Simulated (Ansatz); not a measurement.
# Sn (Fd-3m) in Ansatz: further runs

One crystal, Sn, is run at these levels: PBE, RPBE; tasks: single point, relaxation of cell and atoms.

Everything below comes from runs of Ansatz 0.2.0. Logs are shortened: lines on timing, memory, paths and dates and some standing lists are left out, and cuts for length are marked.

## 1. The structure

The structure is cubic, space group Fd-3m (No. 227). Conventional cell: a = 6.467 Å, b = 6.467 Å, c = 6.467 Å, α = 90.00°, β = 90.00°, γ = 90.00°. Sn (site symmetry -43m) has 4 Sn at 2.80 Å as nearest neighbours.

This isn't the form of Sn at room conditions, which is tetragonal (white tin).

## 2. Single point, PBE

File input.yaml:

```yaml
crystal:
  lattice:
    - [0.0, 3.2333428, 3.2333428]
    - [3.2333428, 0.0, 3.2333428]
    - [3.2333428, 3.2333428, 0.0]
  atoms:
    - { symbol: Sn, position: [0.75, 0.75, 0.75] }
    - { symbol: Sn, position: [0.5, 0.5, 0.5] }
kpoints:
  mp_grid: { grid: [3, 3, 3] }
scf:
  occupations: { method: fermi_dirac, width: 0.06 }
hamiltonian:
  xc: pbe
  pseudopotentials: { kind: all_electron, lapw: { basis_error: 0.004 } }
output:
  forces: true
  stress: true
  eigenvalues: true
```

Potentials or basis: all-electron LAPW, scalar-relativistic.

Launch:

```sh
> ansatz run input.yaml --threads 1 --pin off --max-ram 3072MiB --backend cpu --events-out ev --progress --plain --runs-dir out
```

Standard output:

```text
Warning: RAYON_NUM_THREADS=1 ignored (pool sized by the plan → 1); use --threads N
LAPW: plane waves up to 7.574 Å⁻¹, error target 4.0e-3 eV per atom; small_component_spin mean_spin; Sn in spheres of 1.400 Å, 22 of its electrons in bands, Dirac shells [] (how accurate: hamiltonian.pseudopotentials.lapw.basis_error, Limitations)
Engine: ansatz 0.2.0, aarch64-unknown-linux-gnu
Pseudopotentials: kind: all_electron
Pseudopotential: Sn, LAPW, valence charge 22, lapw/all_electron/scalar/gaussian/Sn, Koelling and Harmon's equation, gaussian nucleus
Functional definition: PBE
  parameter kappa = 0.804
  parameter beta = 0.06672455060314922
  exchange = pbe_x(kappa = kappa, mu = beta*pi^2/3)
  correlation = pbe_c(beta = beta)
Crystal: 2 atoms, lattice volume = 67.606 Å³
Basis set: ecut = 218.58940771382174 eV, 531 PW (Γ), exchange–correlation at level 2
Bands: 27, of which v1, the nominal top of the filled ones, is band 22 counted from 1 (21 counted from 0)
Symmetry: 48 space group operations
Space group: Fd-3m (ITA 227), of the structure as read, at distance tolerance 4.1e-5 Å
k-points: 4 of 27
Non-local potential: Sn, projectors of the file, none
Initial density: superposition of atomic densities (chi_scale 0.1, normalization cell)
Initial wavefunctions: plane waves of lowest kinetic energy (no species holds an atomic orbital)
Functional: x = pbe(κ = 0.804, μ = 0.2195149727645171), c = pbe(β = 0.06672455060314922)
iter 1 solved again at ethr=9.53e-4 eV; its pass at ethr=1.00e-1 eV (dr2=4.19e-1 eV) is discarded
SCF iter   1: F=—  HF=-336178.273606 eV  |F-HF|=—  |Δ(HF+E_count)|=         —  Δρ=2.06e-2  dr2=4.21e-1  ethr=9.53e-4  ⟨swp⟩=2.2  Hψ=693  notcnv=0
preconditioner: auto → LDOS  [insulator: Δε(μ)=0.649 eV  Ē_g=20.773 eV  σ=0.060 eV  W_gap=0.53  n_scr=14 (ndim 8)  ℏωp=23.9 eV  f_vac=0.119  D(μ)=1.60/eV (n_scr^D=14)  ε∞_Penn≈2.3  β→1.0]
iter 2 solved again at ethr=7.96e-5 eV; its pass at ethr=9.53e-4 eV (dr2=3.50e-2 eV) is discarded
SCF iter   2: F=—  HF=-336178.230150 eV  |F-HF|=—  |Δ(HF+E_count)|=   4.35e-2  Δρ=6.35e-3  dr2=3.50e-2  ethr=7.96e-5  ⟨swp⟩=2.0  Hψ=542  notcnv=0
SCF iter   3: F=—  HF=-336178.233918 eV  |F-HF|=—  |Δ(HF+E_count)|=   3.77e-3  Δρ=1.60e-3  dr2=4.33e-3  ethr=7.95e-5  ⟨swp⟩=2.0  Hψ=319  notcnv=0
SCF iter   4: F=—  HF=-336178.215736 eV  |F-HF|=—  |Δ(HF+E_count)|=   1.82e-2  Δρ=8.84e-4  dr2=9.15e-4  ethr=9.85e-6  ⟨swp⟩=2.5  Hψ=305  notcnv=0
SCF iter   5: F=—  HF=-336178.215810 eV  |F-HF|=—  |Δ(HF+E_count)|=         —  Δρ=1.84e-4  dr2=3.11e-5  ethr=2.08e-6  ⟨swp⟩=3.0  Hψ=322  notcnv=0
the basis was enlarged: its passes take 84.2 KiB over the memory plan, 1 of 1 planned eigensolver slots
SCF iter   6: F=—  HF=-336178.215823 eV  |F-HF|=—  |Δ(HF+E_count)|=   1.29e-5  Δρ=3.53e-5  dr2=5.54e-7  ethr=7.07e-8  ⟨swp⟩=3.0  Hψ=320  notcnv=0
SCF iter   7: F=-336178.215824 eV  HF=-336178.215824 eV  |F-HF|=1.04e-8  |Δ(HF+E_count)|=   7.07e-7  Δρ=2.66e-6  dr2=1.71e-9  ethr=1.26e-9  ⟨swp⟩=3.0  Hψ=320  notcnv=0
SCF 1 converged in 7 iterations: F = -336178.215824 eV  dr2 = 1.71e-9
SCF converged after 7 iterations
Free energy (F): -336178.215824 eV
Harris-Foulkes:  -336178.215824 eV  (|F-HF|=1.04e-8)
Internal energy: -336178.194916 eV  (E = F + TS)
E sigma→0 (E₀):  -336178.205370 eV
Entropy (-TS):   -0.020907 eV (-10.454 meV/atom)
Fermi energy:    10.467972 eV
--- Per-component energies (eV) ---
  E_band       = -1548.484729
  E_kinetic    = 353572.748138
  E_xc         = -8996.420955
  E_electrostatic = -680754.522100  (all electrons and nuclei)
  E_smearing   = -0.020907  (= −TS)
  E_closure    = 0.000000  (closes the sum)
  E_atoms      = -336171.220692  (free atoms, spherical and without spin; not in F)
  Σ components = -336178.215824   (vs F -336178.215824, Δ=0.00e0)
  Basis errors (estimates in eV, not in F): energy 1.7e-3 per atom: plane waves 1.6e-3 (9.4e-4 summed), levels above the bands 2.2e-52, relativity 1.1e-7, radial functions 1.5e-4, core shells 4.4e-8; eigenvalues (radial functions only) 1.8e-6; not estimated: angular momenta, meshes, grids; target (lapw.basis_error) 4.0e-3; muffin-tin radii Sn 1.400 Å
--- Forces (eV/Å), atoms counted from 1 ---
  atom   1  Sn     0.00000000     0.00000000     0.00000000
  atom   2  Sn     0.00000000    -0.00000000     0.00000000
  max |Σ_I F_I| component: 1.50e-17 eV/Å
--- Stress (GPa, compression-positive) ---
        5.727802       0.000000       0.000000
        0.000000       5.727802       0.000000
        0.000000       0.000000       5.727802
  P = ⅓ Tr σ = 5.7278 GPa (57.278 kbar)
--- Band table (eV) ---
  k-point 0: bands = ["-119.0181", "-119.0149", "-74.8074", "-74.8074", "-74.8074", "-74.7926", "-74.7926", "-74.7926", "-11.2512", "-11.2512", "-11.2512", "-11.1925", "-11.1925", "-10.8722", "-10.8722", "-10.8722", "-10.8628", "-10.8628", "-0.2673", "9.8620", "10.4963", "10.4963", "10.4963", "12.5434", "12.5434", "12.5434", "15.4870"]
  k-point 1: bands = ["-119.0176", "-119.0154", "-74.8081", "-74.8081", "-74.8061", "-74.7939", "-74.7918", "-74.7918", "-11.2843", "-11.2843", "-11.2311", "-11.1387", "-11.1387", "-10.9276", "-10.9276", "-10.8977", "-10.8187", "-10.8187", "0.7451", "5.2693", "9.4773", "9.4773", "10.5959", "13.6068", "13.6068", "16.0969", "16.6333"]
  k-point 2: bands = ["-119.0173", "-119.0157", "-74.8089", "-74.8089", "-74.8037", "-74.7963", "-74.7911", "-74.7911", "-11.2922", "-11.2922", "-11.2381", "-11.1085", "-11.0623", "-11.0412", "-10.9437", "-10.8622", "-10.8112", "-10.8112", "1.1642", "5.0542", "8.2968", "8.2968", "11.1158", "12.1118", "16.4471", "16.4471", "17.2866"]
  k-point 3: bands = ["-119.0169", "-119.0161", "-74.8094", "-74.8088", "-74.8024", "-74.7976", "-74.7912", "-74.7906", "-11.3284", "-11.3044", "-11.1659", "-11.0632", "-11.0553", "-11.0328", "-11.0053", "-10.9402", "-10.7928", "-10.7702", "2.1090", "3.7349", "6.8880", "8.5305", "11.6865", "15.0392", "15.5459", "15.6792", "16.5341"]
```

It took 2 s on 1 thread of Arm Neoverse V1, shared host; peak memory 0.22 GiB.

What came out:

```yaml
Free_energy: -336178.2158 eV
Pressure: 5.7 GPa
Band_gap_on_the_k_mesh: none (metal or under the smearing width)
```

Caveat: the k mesh is coarse (spacing up to 0.56 Å⁻¹), so the values aren't converged; the k mesh is thin for a metal, which can move the energy by tens of meV per atom.

## 3. Single point, PBE

Changes to input.yaml since step 2:

```diff
@@ -9,8 +9,8 @@
 kpoints:
-  mp_grid: { grid: [3, 3, 3] }
+  mp_grid: { grid: [7, 7, 7] }
 scf:
-  occupations: { method: fermi_dirac, width: 0.06 }
+  occupations: { method: gaussian, width: 0.024 }
 hamiltonian:
   xc: pbe
-  pseudopotentials: { kind: all_electron, lapw: { basis_error: 0.004 } }
+  pseudopotentials: { kind: all_electron, lapw: { basis_error: 0.001 } }
 output:
```

Potentials or basis: all-electron LAPW, scalar-relativistic.

Launch:

```sh
> ansatz run input.yaml --threads 1 --pin off --max-ram 3072MiB --backend cpu --events-out ev --progress --plain --runs-dir out
```

Run time: 7.3 s. Hardware: 1 thread of Arm Neoverse V1, shared host; peak memory 0.28 GiB.

Results (log left out):

- Free energy: -336178.7865 eV
- Pressure: 3.8 GPa
- Band gap on the k mesh: none (metal or under the smearing width)

Levels at points of the mesh, in eV from the Fermi level:
| k point | band 18 | band 19 | band 20 | band 21 | band 22 | band 23 | band 24 | band 25 | band 26 | band 27 |
| --- | --- | --- | --- | --- | --- | --- | --- | --- | --- | --- |
| (0.00, 0.00, 0.00) | -21.36 | -10.71 | -0.60 | 0.05 | 0.05 | 0.05 | 2.12 | 2.12 | 2.12 | 4.99 |

## 4. Single point, PBE

Changes to input.yaml since step 3:

```diff
@@ -11,3 +11,3 @@
 scf:
-  occupations: { method: gaussian, width: 0.024 }
+  occupations: { method: gaussian, width: 0.018 }
 hamiltonian:
```

Launch:

```sh
> ansatz run input.yaml --threads 1 --pin off --max-ram 3072MiB --backend cpu --events-out ev --progress --plain --runs-dir out
```

Run time: 8 s. Hardware: 1 thread of Arm Neoverse V1, shared host; peak memory 0.29 GiB.

It converged, with:

```
Free energy            : -336178.7865 eV
Pressure               : 3.8 GPa
Band gap on the k mesh : none (metal or under the smearing width)
```

Levels at points of the mesh, in eV from the Fermi level:
```tsv
k point	band 19	band 20	band 21	band 22	band 23	band 24	band 25	band 26
(0.00, 0.00, 0.00)	-10.72	-0.60	0.05	0.05	0.05	2.12	2.12	2.12
```

## 5. Relaxation of cell and atoms, RPBE

Changes to input.yaml since step 4:

```diff
@@ -11,5 +11,5 @@
 scf:
-  occupations: { method: gaussian, width: 0.018 }
+  occupations: { method: fermi_dirac, width: 0.05 }
 hamiltonian:
-  xc: pbe
+  xc: rpbe
   pseudopotentials: { kind: all_electron, lapw: { basis_error: 0.001 } }
@@ -18,2 +18,5 @@
   stress: true
-  eigenvalues: true
+relax:
+  f_tol: 0.005
+  max_steps: 60
+  cell: {}
```

Launch:

```sh
> ansatz run input.yaml --threads 1 --pin off --max-ram 3072MiB --backend cpu --events-out ev --progress --plain --runs-dir out
```

It took 27 s on 1 thread of Arm Neoverse V1, shared host; peak memory 0.3 GiB.

The run converged. Its results:

| Quantity | Value |
| --- | --- |
| Free energy | -336196.0472 eV |
| Relaxed volume | 38.17 Å³/atom |
| Relaxed cell | a = 4.762 Å, b = 4.762 Å, c = 4.762 Å, α = 60.00°, β = 60.00°, γ = 60.00° |
| Space group after relaxing (to 0.05 Å) | Fd-3m (No. 227) |
| Energy gained by relaxing | 63.0 meV/atom |
| Ionic steps | 5 |
| Pressure after relaxing | 0.0 GPa |

The path:
```tsv
step	energy change (eV)	largest force (eV/Å)	volume (Å³)
1	0.0000	0.0000	67.61
2	-0.1216	0.0000	78.25
3	-0.1257	0.0000	76.79
4	-0.1259	0.0000	76.34
5	-0.1259	0.0000	76.34
```

Final structure:
```
Sn
1.0
     0.00000    3.36705    3.36705
     3.36705    0.00000    3.36705
     3.36705    3.36705    0.00000
Sn
2
Cartesian
  5.0506 5.0506 5.0506
  3.3670 3.3670 3.3670
```

Caveat: the volume moved by +13 % from the deposited cell, more than functionals usually miss.

## 6. The runs side by side

```csv
task,level,cell,k mesh,cutoff (eV),smearing,basis error allowed,mesh quality,gap on the mesh (eV),pressure (GPa)
single point,PBE,as given,3 × 3 × 3,219,fermi-dirac 0.06 eV,0.004 eV/atom,coarse,none,5.7
single point,PBE,as given,7 × 7 × 7,257,gaussian 0.024 eV,0.001 eV/atom,not flagged,none,3.8
single point,PBE,as given,7 × 7 × 7,257,gaussian 0.018 eV,0.001 eV/atom,not flagged,none,3.8
relaxation of cell and atoms,RPBE,relaxed,7 × 7 × 7,-,fermi-dirac 0.05 eV,0.001 eV/atom,not flagged,-,0.0
```

Alike in all rows: potentials or basis all-electron LAPW, scalar-relativistic; no spin polarisation.

Caveats: some runs use coarse meshes; the k mesh is thin for a metal, which can move the energy by tens of meV per atom (some runs); the volume moved by +13 % from the deposited cell, more than functionals usually miss (some runs).

Compare energies only between runs with the same functional and basis.
